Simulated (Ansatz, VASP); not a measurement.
## One calculation of Al2Cu, two programs

INCAR

```
PREC     = Accurate       # precision mode
ENCUT    = 520            # plane-wave cutoff, eV
EDIFF    = 1E-7           # SCF threshold, eV
ISMEAR   = 0              # smearing method
SIGMA    = 0.15           # smearing width, eV
LREAL    = F              # projectors in reciprocal space
LASPH    = T              # aspherical terms in the spheres
NELM     = 80             # most SCF steps
ALGO     = Fast           # electronic algorithm
ISIF     = 2              # what is computed and relaxed
LWAVE    = F              # write WAVECAR
LCHARG   = F              # write CHGCAR
GGA      = PE             # functional
NBANDS   = 16             # bands
```

The input KPOINTS:

```
Automatic mesh
0
Gamma
  10 10 14
```

Contents of POSCAR:

```
Al2Cu
1.0
    4.1211626268      0.0000000000      0.0000000000
    0.0000000000      4.1211626268      0.0000000000
    0.0000000000      0.0000000000      2.8847334069
Al Cu
2 1
Direct
    0.5000000000      0.0058614588      0.5000000000
    0.0000000000      0.4741577779      0.5000000000
    0.0000000000      0.0084838028      0.0000000000
```

Input for Ansatz:

```yaml
crystal:
  lattice:
    - [4.1211626268, 0.0, 0.0]
    - [0.0, 4.1211626268, 0.0]
    - [0.0, 0.0, 2.8847334069]
  atoms:
    - { symbol: Al, position: [0.5, 0.0058614588, 0.5] }
    - { symbol: Al, position: [0.0, 0.4741577779, 0.5] }
    - { symbol: Cu, position: [0.0, 0.0084838028, 0.0] }
basis:
  ecutwfc: 520.0
kpoints:
  mp_grid: { grid: [10, 10, 14] }
hamiltonian:
  xc: pbe
  pseudopotentials: { kind: paw, azcp: { folder: soft_1 } }
scf:
  occupations: { method: gaussian, width: 0.15 }
output:
  forces: true
  stress: true
  eigenvalues: true
  write_density: true
  write_potential: true
  elf: true
  volumetric_format: npy
```

Change from the starting cell: mode 4 frozen in at +0.000 Å and mode 9 at -0.106 Å (largest displacements).

Alike in both runs: task single point; functional PBE; k mesh 10 × 10 × 14; occupations gaussian, width 0.15 eV; no spin polarisation.

|  | VASP | Ansatz |
| --- | --- | --- |
| version | VASP 6.6.1 | Ansatz 0.2.0 |
| potentials or method | VASP PAW PBE potentials, release 64 (Al, Cu) | scalar-relativistic, plane waves, PAW |
| plane-wave cutoff (eV) | 520 | 520 |
| valence electrons in the cell | 17 | 25 |

VASP gave:

```
gap on the k mesh at the Fermi level (eV)       : none
pressure (GPa)                                  : 1.0
largest component of the traceless stress (GPa) : 0.50
rms of the force components (eV/Å)              : 0.534
```

Problem. Estimate Ansatz's values.

Solution. gap on the k mesh at the Fermi level (eV): none; pressure (GPa): 0.9; largest component of the traceless stress (GPa): 0.50; rms of the force components (eV/Å): 0.532.

Atom by atom the forces differ by 0.002 eV/Å (rms over components). A gap of «none» marks a metal or a gap that the smearing closes. The two sets of potentials don't hold the same shells in valence.

Caveats: forces of over 1 eV/Å show positions far from the minimum, so gaps and moduli don't describe the material at rest.
